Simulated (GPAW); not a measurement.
# Sb (R-3m) in GPAW: a series of runs, part 2 of 2

GPAW 26.7.0.

### Step 4. Relaxation of cell and atoms, PBEsol+D3

Input file run.py:

```python
from ase import Atoms
from ase.calculators.mixing import SumCalculator
from ase.filters import FrechetCellFilter
from ase.io import write
from ase.optimize import BFGS
from dftd3.ase import DFTD3
from gpaw import GPAW, PW, setup_paths

setup_paths.insert(0, '.')

atoms = Atoms(['Sb', 'Sb'],
              cell=[[2.1542, 1.2437279499, 3.758],
                    [-2.1542, 1.2437279499, 3.758],
                    [0.0, -2.4874558998, 3.758]],
              scaled_positions=[[0.76651, 0.76651, 0.76651],
                                [0.23349, 0.23349, 0.23349]],
              pbc=True)

calc = GPAW(mode=PW(600),
            xc='PBEsol',
            kpts={'size': (6, 6, 6), 'gamma': True},
            occupations={'name': 'fermi-dirac', 'width': 0.05},
            nbands=25,
            convergence={'density': 1e-05, 'forces': 0.0001},
            maxiter=150,
            txt='gpaw.txt')
atoms.calc = SumCalculator([calc, DFTD3(method='pbesol', damping='d3zero')])
opt = BFGS(FrechetCellFilter(atoms), trajectory='relax.traj', logfile='-')
done = opt.run(fmax=0.02, steps=60)
calc.write('gs.gpw')
write('result.traj', atoms)
print('Converged:', done)
print('Cell:', atoms.cell.cellpar().round(4))
print('Volume:', round(atoms.get_volume(), 4))
print(atoms.get_scaled_positions().round(5))
```

Potentials or basis: PAW data sets generated in the run's folder for this functional, pw.

Command:

```sh
$ gpaw-setup -f PBEsol Sb
$ OMP_NUM_THREADS=1 python run.py
```

gpaw.txt:

```text
__  _  _
 | _ |_)|_||  |
 |__||  | ||/\| - 26.7.0

Input parameters:
  mode=PW(ecut=600.0),
  convergence={'density': 1e-05, 'forces': 0.0001},
  kpts=MonkhorstPack(size=(6, 6, 6), gamma=True),
  maxiter=150,
  nbands=25,
  occupations=Occupations(name='fermi-dirac', width=0.05),
  xc=XC(name='PBEsol')

Diagonalizing LCAO Hamiltonian
Converting LCAO to pw mode

       Sb

       Sb

Atoms  # Å, Bohr magnetons
|   | symbol |         x |         y |        z |    initial magnetic moments |
|---|--------|-----------|-----------|----------|-----------------------------|
| 0 |     Sb |  0.000000 | -0.000000 | 8.641634 | ( 0.0000,  0.0000,  0.0000) |
| 1 |     Sb | -0.000000 | -0.000000 | 2.632366 | ( 0.0000,  0.0000,  0.0000) |

Unit cell  # Å
| periodic |         x |         y |        z |  lengths |    angles |
|----------|-----------|-----------|----------|----------|-----------|
|      yes |  2.154200 |  1.243728 | 3.758000 | 4.506662 | 57.110173 |
|      yes | -2.154200 |  1.243728 | 3.758000 | 4.506662 | 57.110173 |
|      yes |  0.000000 | -2.487456 | 3.758000 | 4.506662 | 57.110173 |

Number of symmetries: 12
Symmetry operations  # r_c * U_cc + t_c -> r_c
|    | kind |            matrix            |
|----|------|------------------------------|
|  0 |  E   |  1, 0, 0,  0, 1, 0,  0, 0, 1 |
|  1 |  σ   |  1, 0, 0,  0, 0, 1,  0, 1, 0 |
|  2 |  σ   |  0, 1, 0,  1, 0, 0,  0, 0, 1 |
|  3 |  C3  |  0, 1, 0,  0, 0, 1,  1, 0, 0 |
|  4 |  C3  |  0, 0, 1,  1, 0, 0,  0, 1, 0 |
|  5 |  σ   |  0, 0, 1,  0, 1, 0,  1, 0, 0 |
|  6 |  C2  |  0, 0,-1,  0,-1, 0, -1, 0, 0 |
|  7 |  S6  |  0, 0,-1, -1, 0, 0,  0,-1, 0 |
|  8 |  S6  |  0,-1, 0,  0, 0,-1, -1, 0, 0 |
|  9 |  C2  |  0,-1, 0, -1, 0, 0,  0, 0,-1 |
| 10 |  C2  | -1, 0, 0,  0, 0,-1,  0,-1, 0 |
| 11 |  i   | -1, 0, 0,  0,-1, 0,  0, 0,-1 |

BZ-sampling:
  Number of BZ points: 216
  Number of IBZ points: 32
[... 353 lines left out ...]
Fermi level: 6.873
Eigenvalues  # (at kpt = [0.000, 0.000, 0.000])
| band index |      eig [eV] | occ [0-2] |
|------------|---------------|-----------|
|          0 |       -22.547 |     2.000 |
|        ... |               |           |
|          7 |       -22.338 |     2.000 |
|          8 |       -22.260 |     2.000 |
|          9 |       -22.260 |     2.000 |
|         10 |        -5.915 |     2.000 |
|         11 |         2.036 |     2.000 |
|         12 |         4.766 |     2.000 |
[... 8 lines left out ...]
|         21 |        13.337 |     0.000 |
|         22 |        13.890 |     0.000 |
|        ... |               |           |
|         24 |        14.476 |     0.000 |

No gap
No difference between direct/indirect transitions

Stress tensor  # eV/Ang^3
|         x |         y |        z |
|-----------|-----------|----------|
| -0.000819 |  0.000000 | 0.000000 |
|  0.000000 | -0.000819 | 0.000000 |
|  0.000000 |  0.000000 | 0.000821 |

Forces  # eV/Ang
|        x |        y |        z |
|----------|----------|----------|
|  0.00000 |  0.00000 | -0.02594 |  # Sb   0
| -0.00000 | -0.00000 |  0.02594 |  # Sb   1

Interpolating wave functions to new cell

       Sb

       Sb

Atoms  # Å, Bohr magnetons
|   | symbol |         x |        y |        z |    initial magnetic moments |
|---|--------|-----------|----------|----------|-----------------------------|
| 0 |     Sb |  0.000000 | 0.000000 | 8.563732 | ( 0.0000,  0.0000,  0.0000) |
| 1 |     Sb | -0.000000 | 0.000000 | 2.608957 | ( 0.0000,  0.0000,  0.0000) |

Unit cell  # Å
| periodic |         x |         y |        z |  lengths |    angles |
|----------|-----------|-----------|----------|----------|-----------|
|      yes |  2.141697 |  1.236509 | 3.724230 | 4.470538 | 57.249251 |
|      yes | -2.141697 |  1.236509 | 3.724230 | 4.470538 | 57.249251 |
|      yes | -0.000000 | -2.473018 | 3.724230 | 4.470538 | 57.249251 |

Number of symmetries: 12
Symmetry operations  # r_c * U_cc + t_c -> r_c
|    | kind |            matrix            |
|----|------|------------------------------|
|  0 |  E   |  1, 0, 0,  0, 1, 0,  0, 0, 1 |
|  1 |  σ   |  1, 0, 0,  0, 0, 1,  0, 1, 0 |
|  2 |  σ   |  0, 1, 0,  1, 0, 0,  0, 0, 1 |
|  3 |  C3  |  0, 1, 0,  0, 0, 1,  1, 0, 0 |
|  4 |  C3  |  0, 0, 1,  1, 0, 0,  0, 1, 0 |
|  5 |  σ   |  0, 0, 1,  0, 1, 0,  1, 0, 0 |
|  6 |  C2  |  0, 0,-1,  0,-1, 0, -1, 0, 0 |
|  7 |  S6  |  0, 0,-1, -1, 0, 0,  0,-1, 0 |
|  8 |  S6  |  0,-1, 0,  0, 0,-1, -1, 0, 0 |
[... 1444 lines left out ...]
|         10 |        -5.783 |     2.000 |
|         11 |         2.451 |     2.000 |
|         12 |         5.077 |     2.000 |
[... 8 lines left out ...]
|         21 |        13.573 |     0.000 |
|         22 |        14.155 |     0.000 |
|        ... |               |           |
|         24 |        14.921 |     0.000 |

No gap
No difference between direct/indirect transitions

Stress tensor  # eV/Ang^3
|         x |         y |         z |
|-----------|-----------|-----------|
| -0.005217 |  0.000000 |  0.000000 |
|  0.000000 | -0.005217 |  0.000000 |
|  0.000000 |  0.000000 | -0.005635 |

Forces  # eV/Ang
|        x |        y |        z |
|----------|----------|----------|
|  0.00000 |  0.00000 |  0.00066 |  # Sb   0
| -0.00000 | -0.00000 | -0.00066 |  # Sb   1

# Writing to gs.gpw (mode='')
```

stdout:

```text
Step          Energy          fmax
BFGS:    0      -10.123785        0.269889
BFGS:    1      -10.125560        0.220944
BFGS:    2      -10.128285        0.091146
BFGS:    3      -10.128596        0.086108
BFGS:    4      -10.130413        0.048351
BFGS:    5      -10.130547        0.027900
BFGS:    6      -10.130616        0.026676
BFGS:    7      -10.130706        0.027097
BFGS:    8      -10.130802        0.017737
Converged: True
Cell: [ 4.4345  4.4345  4.4345 57.9247 57.9247 57.9247]
Volume: 58.7276
[[0.76504 0.76504 0.76504]
 [0.23496 0.23496 0.23496]]
```

Run time: 4.2 min. Hardware: 1 thread of Arm Neoverse V1, shared host; peak memory 0.31 GiB.

Results:

* Free energy: -10.1320 eV
* Relaxed volume: 29.36 Å³/atom
* Relaxed cell: a = 4.435 Å, b = 4.435 Å, c = 4.435 Å, α = 57.92°, β = 57.92°, γ = 57.92°
* Space group after relaxing (to 0.05 Å): R-3m (No. 166)
* Energy gained by relaxing: 3.5 meV/atom
* Ionic steps: 9
* Pressure after relaxing: -0.1 GPa
* Largest force after relaxing: 0.016 eV/Å
* Band gap on the k mesh: none (metal or under the smearing width)
* Dispersion energy per atom: -0.221 eV

Forces on the atoms (eV/Å):
```
Sb   0.000  0.000  0.016
Sb   0.000  0.000 -0.016
```

The path:
```csv
step,energy change (eV),largest force (eV/Å),pressure (GPa),volume (Å³)
1,0.0000,0.0182,-1.15,60.41
2,-0.0018,0.0091,-0.88,60.13
3,-0.0045,0.0920,0.03,59.18
4,-0.0048,0.0870,0.07,59.09
5,-0.0066,0.0059,0.16,58.58
6,-0.0068,0.0124,0.07,58.62
7,-0.0068,0.0203,0.00,58.67
8,-0.0069,0.0223,-0.05,58.70
9,-0.0070,0.0157,-0.07,58.73
```

Final structure:
```xyz
2
Lattice="2.1474 1.2398 3.6765 -2.1474 1.2398 3.6765 0.0000 -2.4796 3.6765" Properties=species:S:1:pos:R:3 pbc="T T T"
Sb    0.0000    0.0000    8.4381
Sb    0.0000    0.0000    2.5915
```

Levels at points of the mesh, in eV from the Fermi level:
| k point | band 11 | band 12 | band 13 | band 14 | band 15 | band 16 | band 17 | band 18 | band 19 | band 20 |
| --- | --- | --- | --- | --- | --- | --- | --- | --- | --- | --- |
| (0.00, 0.00, 0.00) | -12.92 | -4.68 | -2.06 | -1.89 | -1.89 | 2.21 | 2.77 | 2.77 | 4.97 | 4.97 |
| (0.50, 0.00, 0.00) | -10.47 | -9.81 | -1.90 | -1.73 | -0.35 | -0.23 | 0.17 | 0.30 | 7.78 | 8.64 |
| (0.50, 0.50, 0.00) | -10.44 | -7.98 | -5.68 | -3.88 | -3.83 | 1.45 | 5.09 | 5.54 | 7.19 | 9.25 |
| (0.50, 0.50, 0.50) | -11.19 | -9.21 | -1.36 | -1.36 | -0.52 | -0.06 | -0.06 | 0.97 | 7.20 | 9.07 |

Caveat: later steps reuse the first step's grids; pairwise dispersion overbinds metals, which lowers pressure and volume. The run has no spin-orbit coupling, so splittings on Sb are missing.

### Step 5. For comparison

An earlier run on the cell as given: functional PBEsol; potentials or basis PAW data sets generated in the run's folder for this functional; cutoff 600 eV; basis pw; k mesh 8 × 8 × 8; occupations fermi-dirac, width 0.05 eV; no spin polarisation.

* Pressure: -0.3 GPa
* Largest force: 0.086 eV/Å
* Band gap on the k mesh: none (metal or under the smearing width)

### Step 6. The runs side by side

| task | level | potentials or basis | cell | k mesh | cutoff (eV) | maxiter | convergence | optimizer | fmax | max steps | gap on the mesh (eV) | pressure (GPa) | relaxed volume (Å³/atom) | largest force (eV/Å) |
| --- | --- | --- | --- | --- | --- | --- | --- | --- | --- | --- | --- | --- | --- | --- |
| single point | r2SCAN | GPAW PAW data sets (gpaw-data 1.2.1), pw | as given | 6 × 6 × 6 | 450 | 120 | default | - | - | - | none | -0.2 | - | 0.10 |
| relaxation of cell and atoms | PBEsol | PAW data sets generated in the run's folder for this functional, pw | relaxed | 6 × 6 × 6 | 600 | 150 | density=1e-05 forces=0.0001 | BFGS | 0.02 eV/Å | 60 | none | 0.1 | 29.96 | - |
| relaxation of cell and atoms | PBEsol+D3 | PAW data sets generated in the run's folder for this functional, pw | relaxed | 6 × 6 × 6 | 600 | 150 | density=1e-05 forces=0.0001 | BFGS | 0.02 eV/Å | 60 | none | -0.1 | 29.36 | 0.02 |
| single point | PBEsol | PAW data sets generated in the run's folder for this functional, pw | as given | 8 × 8 × 8 | 600 | 150 | - | - | - | - | none | -0.3 | - | 0.09 |

Alike in all rows: no spin polarisation; smearing fermi-dirac 0.05 eV.

Caveats: later steps reuse the first step's grids (some runs); the cutoff is short for stress and forces, so pressures can be off by a GPa or more (some runs); the PAW data sets were made with another functional, which shifts forces and pressure a little (some runs); pairwise dispersion overbinds metals, which lowers pressure and volume (some runs).

Absolute energies hang on the potentials; compare differences alone.
